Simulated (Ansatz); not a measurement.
Crystal: Ru.

```
Ru
1.0
     2.70580    0.00000    0.00000
    -1.35290    2.34329    0.00000
     0.00000    0.00000    4.28190
Ru
2
Cartesian
  1.3529 0.7811 3.2114
  0.0000 1.5622 1.0705
```

```yaml
Program: Ansatz 0.2.0
Task: relaxation of cell and atoms
Functional: LDA
Potentials_or_basis: Ansatz PAW
Cutoff: "420 eV (not typed: the program's choice for these potentials)"
k_mesh: 11 × 11 × 6
Occupations: fermi-dirac, width 0.05 eV
Spin: no spin polarisation
```

At the start: volume 13.57 Å³/atom.

Q: How do energy, volume and symmetry change on relaxing?

A: It ends after 5 steps and the volume is 13.09 Å³/atom (-3.6 %); space group P6_3/mmc (No. 194, to 0.05 Å).

The path:
| step | energy change (eV) | largest force (eV/Å) | volume (Å³) |
| --- | --- | --- | --- |
| 1 | 0.0000 | 0.0000 | 27.15 |
| 2 | -0.0384 | 0.0000 | 26.25 |
| 3 | -0.0387 | 0.0000 | 26.17 |
| 4 | -0.0387 | 0.0000 | 26.18 |
| 5 | -0.0385 | 0.0000 | 26.18 |

Final structure:
```yaml
crystal:
  lattice:
    - [2.67326, 0.00000, 0.00000]
    - [-1.33663, 2.31511, 0.00000]
    - [0.00000, 0.00000, 4.22973]
  atoms:
    - { symbol: Ru, position: [0.66667, 0.33333, 0.75000] }
    - { symbol: Ru, position: [0.33333, 0.66667, 0.25000] }
```

Caveat: the plane-wave basis is chosen anew once the cell has moved, so the energies of steps on either side of that aren't comparable; the PAW data sets come from PBE, with cores solved anew for the run's functional, which leaves a small shift of forces and pressure.
